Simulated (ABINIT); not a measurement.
# InAs (F-43m) in ABINIT: reference runs

Aim: a first look at InAs with PBE, on the cell as given and on a disturbed one.

All numbers are computed with ABINIT 10.8.3 (patched build); they aren't measurements. Logs are shortened: lines on timing, memory, paths and dates and some standing lists are left out, and cuts for length are marked. The log counts tension as positive stress, the text compression.

**The experiment to reproduce.**

From a printed reference work, data compilation, for a bulk crystal of InAs at 4.2 K: band gap 0.418 eV (direct).

The results are compared with them further down.

### Step 1. Starting point

Symmetry: F-43m, No. 216, cubic system. The conventional cell has a = 6.036 Å, b = 6.036 Å, c = 6.036 Å, α = 90.00°, β = 90.00°, γ = 90.00°. In (site symmetry -43m) is surrounded by 4 As at 2.61 Å. Around As (site symmetry -43m) lie 4 In at 2.61 Å.

### Step 2. Single point, PBE

The input, run.abi:

```
# Pseudopotentials
pp_dirpath "./"
pseudos "In.GGA_PBE-JTH.xml, As.GGA_PBE-JTH.xml"

# Structure
structure "poscar:POSCAR"
natom 2

# Plane-wave basis
ecut 598.650497 eV
pawecutdg 44.0

# k points
kptopt 1
ngkpt 8 8 8
nshiftk 1
shiftk 0.0 0.0 0.0

# Exchange and correlation
ixc 11

# Bands and occupations
nband 18
occopt 3
tsmear 0.05 eV

# SCF cycle
nstep 100
tolvrs 1.0e-9

# Output
iomode 3
prtwf 0
prtden 0
prteig 0
prtebands 0
```

The input, POSCAR:

```
InAs
1.0
    0.0000000000      3.0180000000      3.0180000000
    3.0180000000      0.0000000000      3.0180000000
    3.0180000000      3.0180000000      0.0000000000
In As
1 1
Direct
    0.0000000000      0.0000000000      0.0000000000  In
    0.7500000000      0.7500000000      0.7500000000  As
```

Potentials or basis: JTH PAW PBE v2.0.

On the command line:

```bash
$ abinit run.abi > log 2>&1
```

run.abo:

```text
.Version 10.8.3 of ABINIT
 Symmetries : space group F-4 3 m (#216); Bravais cF (face-center cubic)
================================================================================
 Values of the parameters that define the memory need of the present run
     intxc =       0    ionmov =       0      iscf =      17    lmnmax =      18
     lnmax =       6     mgfft =      36  mpssoang =       3    mqgrid =    3001
     natom =       2  nloc_mem =       2    nspden =       1   nspinor =       1
    nsppol =       1      nsym =      24    n1xccc =       1    ntypat =       2
    occopt =       3   xclevel =       2
       mpw =        1847          nfft =       46656          nkpt =          29
 PAW method is used; the additional fine FFT grid is defined by:
   mgfftf=        50    nfftf =    125000
================================================================================
================================================================================

--------------------------------------------------------------------------------
------------- Echo of variables that govern the present computation ------------
--------------------------------------------------------------------------------
 -outvars: echo values of preprocessed input variables --------
            acell      1.0000000000E+00  1.0000000000E+00  1.0000000000E+00 Bohr
              amu      1.14820000E+02  7.49215900E+01
             ecut      2.20000000E+01 Hartree
              ixc          11
         kptrlatt        8    0    0      0    8    0      0    0    8
          kptrlen      6.45242682E+01
            natom           2
            nband          18
            ngfft          36      36      36
          ngfftdg          50      50      50
             nkpt          29
            nstep         100
             nsym          24
           ntypat           2
           occopt           3
        pawecutdg      4.40000000E+01 Hartree
         pawxcdev           0
           prtden           0
        prtebands           0
           prteig           0
            prtwf           0
            rprim      0.0000000000E+00  5.7031934480E+00  5.7031934480E+00
                       5.7031934480E+00  0.0000000000E+00  5.7031934480E+00
                       5.7031934480E+00  5.7031934480E+00  0.0000000000E+00
          spgroup         216
           tolvrs      1.00000000E-09
           tsmear      1.83746611E-03 Hartree
            typat      1  2
           useylm           1
           xangst      0.0000000000E+00  0.0000000000E+00  0.0000000000E+00
                       4.5270000000E+00  4.5270000000E+00  4.5270000000E+00
            xcart      0.0000000000E+00  0.0000000000E+00  0.0000000000E+00
                       8.5547901720E+00  8.5547901720E+00  8.5547901720E+00
             xred      0.0000000000E+00  0.0000000000E+00  0.0000000000E+00
                       7.5000000000E-01  7.5000000000E-01  7.5000000000E-01
            znucl       49.00000   33.00000

[... 127 lines left out ...]
       0.750000000000      0.750000000000      0.750000000000
 rms dE/dt=  0.0000E+00; max dE/dt=  0.0000E+00; dE/dt below (all hartree)
    1       0.000000000000      0.000000000000      0.000000000000
    2       0.000000000000      0.000000000000      0.000000000000

 cartesian coordinates (angstrom) at end:
    1      0.00000000000000     0.00000000000000     0.00000000000000
    2      4.52700000000000     4.52700000000000     4.52700000000000

 cartesian forces (hartree/bohr) at end:
[... 6 lines left out ...]
    2     -0.00000000000000    -0.00000000000000    -0.00000000000000
 frms,max,avg= 0.0000000E+00 0.0000000E+00   0.000E+00  0.000E+00  0.000E+00 e/A
 length scales=  1.000000000000  1.000000000000  1.000000000000 bohr
              =  0.529177210544  0.529177210544  0.529177210544 angstroms
 Fermi (or HOMO) energy (hartree) =   0.15380   Average Vxc (hartree)=  -0.33241
 Eigenvalues (hartree) for nkpt=  29  k points:
 kpt#   1, nband= 18, wtk=  0.00195, kpt=  0.0000  0.0000  0.0000 (reduced coord)
  -1.13384   -1.13384   -1.13384   -1.13359   -1.13359   -0.37737   -0.37737   -0.37737
  -0.37274   -0.37274   -0.28560    0.14513    0.15204    0.15204    0.15204    0.29568
   0.29568    0.29568
      occupation numbers for kpt#   1
   2.00000    2.00000    2.00000    2.00000    2.00000    2.00000    2.00000    2.00000
   2.00000    2.00000    2.00000    1.98231    1.44459    1.44459    1.44459    0.00000
   0.00000    0.00000
 prteigrs : prtvol=0 or 1, do not print more k-points.

--- !EnergyTerms
iteration_state     : {dtset: 1, }
comment             : Components of total free energy in Hartree
kinetic             :  1.79293451279352E+01
hartree             :  6.04285183578884E+01
xc                  : -9.71547826002678E+00
Ewald energy        : -9.28949151399889E+01
psp_core            :  3.70423402508401E+00
local_psp           : -1.60721190557449E+02
PAW spherical_terms :  9.34515507598560E+00
internal            : -1.71924331370572E+02
'-kT*entropy'       : -1.99800383558755E-05
total_energy        : -1.71924351350610E+02
total_energy_eV     : -4.67829992969120E+03
...

--- !EnergyTermsDC
iteration_state     : {dtset: 1, }
comment             : '"Double-counting" decomposition of free energy'
band_energy         : -1.52939477365468E+01
Ewald energy        : -9.28949151399889E+01
psp_core            :  3.70423402508401E+00
xc_dc               : -6.26380002393408E+01
PAW spherical_terms : -4.80170162746185E+00
internal            : -1.71924330718254E+02
'-kT*entropy'       : -1.99800383558755E-05
total_energy_dc     : -1.71924350698293E+02
total_energy_dc_eV  : -4.67829991194074E+03
...

--- !EnergyTermsWithPAWCore
iteration_state     : {dtset: 1, }
comment             : 'Components of total free energy, including PAW core contributions'
Total energy        : -8.14271572273867E+03
Total energy DC     : -8.14271572208635E+03
Total energy (eV)   : -2.21574582622664E+05
Total energy DC (eV): -2.21574582604914E+05
...

 Cartesian components of stress tensor (hartree/bohr^3)
  sigma(1 1)= -1.46587409E-04  sigma(3 2)=  0.00000000E+00
  sigma(2 2)= -1.46587409E-04  sigma(3 1)=  0.00000000E+00
  sigma(3 3)= -1.46587409E-04  sigma(2 1)=  0.00000000E+00

-Cartesian components of stress tensor (GPa)         [Pressure=  4.3128E+00 GPa]
- sigma(1 1)= -4.31275048E+00  sigma(3 2)=  0.00000000E+00
- sigma(2 2)= -4.31275048E+00  sigma(3 1)=  0.00000000E+00
- sigma(3 3)= -4.31275048E+00  sigma(2 1)=  0.00000000E+00

== END DATASET(S) ==============================================================
================================================================================

 -outvars: echo values of variables after computation  --------
            acell      1.0000000000E+00  1.0000000000E+00  1.0000000000E+00 Bohr
           etotal     -1.7192435070E+02
            fcart     -0.0000000000E+00 -0.0000000000E+00 -0.0000000000E+00
                      -0.0000000000E+00 -0.0000000000E+00 -0.0000000000E+00
            rprim      0.0000000000E+00  5.7031934480E+00  5.7031934480E+00
                       5.7031934480E+00  0.0000000000E+00  5.7031934480E+00
                       5.7031934480E+00  5.7031934480E+00  0.0000000000E+00
           strten     -1.4658740931E-04 -1.4658740931E-04 -1.4658740931E-04
                       0.0000000000E+00  0.0000000000E+00  0.0000000000E+00
           xangst      0.0000000000E+00  0.0000000000E+00  0.0000000000E+00
                       4.5270000000E+00  4.5270000000E+00  4.5270000000E+00
             xred      0.0000000000E+00  0.0000000000E+00  0.0000000000E+00
                       7.5000000000E-01  7.5000000000E-01  7.5000000000E-01
 Calculation completed.
```

Run time: 26 s. Hardware: 1 thread of Intel Xeon 6975P-C (Granite Rapids), shared host; peak memory 0.14 GiB.

What came out:

| Property | Result |
| --- | --- |
| Free energy | -4678.2999 eV |
| Pressure | 4.3 GPa |
| Band gap on the k mesh | none (metal or under the smearing width) |
| Valence electrons inside the program's atomic spheres | In 11.22; As 12.68 |

Caveat: this crystal is a semiconductor, whose small gap the functional closes, so the metal is an error of the method.

### Step 3. Single point, PBE

The input, run.py:

```python
import json, os
import numpy as np
from ase.units import GPa
from ase.calculators.abinit import Abinit, AbinitProfile
from ase.io import read

atoms = read('InAs.xyz')

profile = AbinitProfile(command='abinit', pp_paths=[os.path.abspath('pseudos')])
params = dict(
    pps='pawxml', xc='PBE',
    ecut=598.6505,
    pawecutdg=1197.301,
    kptopt=1,
    ngkpt=[8, 8, 8],
    nshiftk=1,
    shiftk=[0.0, 0.0, 0.0],
    ixc=11,
    nband=18,
    occopt=3,
    tsmear=0.05,
    nstep=100,
    tolvrs=1e-09,
    prtwf=0,
    prtden=0,
)

atoms.calc = Abinit(profile=profile, directory='run', **params)
energy = atoms.get_potential_energy()
forces = atoms.get_forces()
stress = atoms.get_stress()
print(f'energy {energy:.6f} eV')
print('forces (eV/A)')
print(np.round(forces, 5))
print('stress (GPa, Voigt, tension positive)', np.round(stress / GPa, 4))
json.dump(dict(energy=energy, forces=forces.tolist(), stress=stress.tolist(), cell=atoms.cell.tolist(), frac=atoms.get_scaled_positions(wrap=False).tolist()), open('results.json', 'w'))
```

The input, InAs.xyz:

```xyz
2
Lattice="0.0000000000 3.0180000000 3.0180000000 3.0180000000 0.0000000000 3.0180000000 3.0180000000 3.0180000000 0.0000000000" Properties=species:S:1:pos:R:3 pbc="T T T"
In     0.0000000000      0.0000000000      0.0000000000
As     4.5270000000      4.5270000000      4.5270000000
```

Potentials or basis: JTH PAW PBE v2.0.

On the command line:

```bash
$ python run.py
```

Wall time 25 s (1 thread of Intel Xeon 6975P-C (Granite Rapids), shared host); peak memory 0.13 GiB.

It converged, with:

- Free energy: -4678.2999 eV
- Pressure: 4.3 GPa
- Band gap on the k mesh: none (metal or under the smearing width)
- Valence electrons inside the program's atomic spheres: In 11.22; As 12.68

Levels at points of the mesh, in eV from the Fermi level:
```csv
k point,band 10,band 11,band 12,band 13,band 14,band 15,band 16,band 17,band 18
"(0.00, 0.00, 0.00)",-14.33,-11.96,-0.24,-0.05,-0.05,-0.05,3.86,3.86,3.86
"(0.50, 0.00, 0.00)",-14.32,-10.47,-5.84,-1.05,-1.05,0.91,4.64,4.64,6.82
"(0.50, 0.50, 0.00)",-14.31,-9.92,-5.91,-2.39,-2.39,1.49,2.02,9.21,9.25
```

Caveat: this crystal is a semiconductor, whose small gap the functional closes, so the metal is an error of the method.

### Step 4. Single point, PBE (atoms moved at random, drawn with an rms of 0.05 Å)

The input, run.abi:

```
pp_dirpath "./"
pseudos "In.GGA_PBE-JTH.xml, As.GGA_PBE-JTH.xml"

acell 3*1.0 Angstrom
rprim
     0.0000000000     3.0180000000     3.0180000000
     3.0180000000     0.0000000000     3.0180000000
     3.0180000000     3.0180000000     0.0000000000
ntypat 2
znucl 49 33
natom 2
typat 1 2
xcart
    -0.0503192758     0.0132884407     0.0096783193
     8.5220025071     8.5915187320     8.5908172392
chkprim 0
chksymtnons 0
tolsym 1.0e-6

ecut 22.0
pawecutdg 44.0

kptopt 1
ngkpt 8 8 8
nshiftk 1
shiftk 0.0 0.0 0.0

ixc 11

nband 18
occopt 3
tsmear 0.00183747

nstep 100
tolvrs 1.0e-9

iomode 3
prtwf 0
prtden 0
prteig 0
prtebands 0
enunit 2
```

On the command line:

```bash
$ abinit run.abi > log 2>&1
```

It took 3.3 min on 1 thread of Intel Xeon 6975P-C (Granite Rapids), shared host; peak memory 0.36 GiB.

The run converged. Its results:

```yaml
Free_energy: -4678.2982 eV
Pressure: 4.3 GPa
Largest_force: 0.169 eV/Å
Band_gap_on_the_k_mesh: none (metal or under the smearing width)
Valence_electrons_inside_the_program's_atomic_spheres: In 11.23; As 12.69
```

Forces on the atoms (eV/Å):
```
In   0.073  0.102  0.114
As  -0.073 -0.102 -0.114
```

Stress tensor (GPa, compression positive):
```
4.30 0.39 0.35
0.39 4.30 0.26
0.35 0.26 4.30
```

Levels at points of the mesh, in eV from the Fermi level:
```csv
k point,band 10,band 11,band 12,band 13,band 14,band 15,band 16,band 17,band 18
"(0.00, 0.00, 0.00)",-14.33,-11.96,-0.24,-0.10,-0.04,-0.02,3.83,3.84,3.89
"(0.50, 0.00, 0.00)",-14.32,-10.48,-5.82,-1.09,-1.02,0.89,4.57,4.68,6.80
"(0.00, 0.50, 0.00)",-14.32,-10.48,-5.83,-1.09,-1.01,0.89,4.56,4.69,6.80
"(0.50, 0.50, 0.00)",-14.31,-9.93,-5.92,-2.41,-2.39,1.49,2.01,9.16,9.23
"(0.00, 0.00, 0.50)",-14.32,-10.48,-5.83,-1.09,-1.01,0.90,4.56,4.69,6.81
"(0.50, 0.00, 0.50)",-14.31,-9.93,-5.92,-2.41,-2.39,1.49,2.01,9.16,9.22
"(0.00, 0.50, 0.50)",-14.31,-9.93,-5.92,-2.41,-2.39,1.49,2.01,9.19,9.24
"(0.50, 0.50, 0.50)",-14.33,-10.46,-5.91,-1.06,-1.05,0.95,4.64,4.66,6.83
```

(Part 1 of 2 ends here.)
